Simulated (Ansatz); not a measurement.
# NbC: the cost of one run

Program: Ansatz 0.2.0. Level of theory: DFT PBEsol, scalar-relativistic, plane waves, PAW. These are calculated values, not measurements.

## (1) The starting structure

The structure is cubic, space group Fm-3m (No. 225). The conventional cell has a = 4.400 Å, b = 4.400 Å, c = 4.400 Å, α = 90.00°, β = 90.00°, γ = 90.00°. Nb (site symmetry m-3m) is surrounded by 6 C at 2.20 Å. C (site symmetry m-3m) has 6 Nb at 2.20 Å as nearest neighbours.

Coordinates:

```
Nb C
1.0
    -4.40000   -4.40000    0.00000
    -4.40000    0.00000   -4.40000
     0.00000   -4.40000   -4.40000
Nb C
8 8
Direct
  0.50000 0.50000 0.50000
  0.00000 0.50000 0.50000
  0.50000 0.00000 0.50000
  0.00000 0.00000 0.50000
  0.50000 0.50000 0.00000
  0.00000 0.50000 0.00000
  0.50000 0.00000 0.00000
  0.00000 0.00000 0.00000
  0.25000 0.25000 0.25000
  0.75000 0.25000 0.25000
  0.25000 0.75000 0.25000
  0.75000 0.75000 0.25000
  0.25000 0.25000 0.75000
  0.75000 0.25000 0.75000
  0.25000 0.75000 0.75000
  0.75000 0.75000 0.75000
```

The cell is taken as given, not relaxed at this level.

## (2) The perfect supercell on the trajectory's mesh

File input.yaml:

```yaml
crystal:
  lattice:
    - [-4.4, -4.4, 0.0]
    - [-4.4, 0.0, -4.4]
    - [0.0, -4.4, -4.4]
  atoms:
    - { symbol: Nb, position: [0.5, 0.5, 0.5] }
    - { symbol: Nb, position: [0.0, 0.5, 0.5] }
    - { symbol: Nb, position: [0.5, 0.0, 0.5] }
    - { symbol: Nb, position: [0.0, 0.0, 0.5] }
    - { symbol: Nb, position: [0.5, 0.5, 0.0] }
    - { symbol: Nb, position: [0.0, 0.5, 0.0] }
    - { symbol: Nb, position: [0.5, 0.0, 0.0] }
    - { symbol: Nb, position: [0.0, 0.0, 0.0] }
    - { symbol: C, position: [0.25, 0.25, 0.25] }
    - { symbol: C, position: [0.75, 0.25, 0.25] }
    - { symbol: C, position: [0.25, 0.75, 0.25] }
    - { symbol: C, position: [0.75, 0.75, 0.25] }
    - { symbol: C, position: [0.25, 0.25, 0.75] }
    - { symbol: C, position: [0.75, 0.25, 0.75] }
    - { symbol: C, position: [0.25, 0.75, 0.75] }
    - { symbol: C, position: [0.75, 0.75, 0.75] }
  symmetry: { detect: false }
basis:
  ecutwfc: 420
kpoints:
  mp_grid: { grid: [2, 2, 2], shift: [0.5, 0.5, 0.5] }
hamiltonian:
  xc: pbesol
scf:
  occupations: { method: gaussian, width: 0.1 }
output:
  forces: true
  stress: true
  eigenvalues: true
```

Launch:

```bash
> ansatz run input.yaml --threads 4 --pin off --max-ram 5120MiB --backend cpu --events-out ev --progress --plain --runs-dir out
```

Q: Estimate wall time and peak memory on 4 threads of an x86-64 CPU, shared host.

About 3.2 s, with a peak of 0.59 GiB.
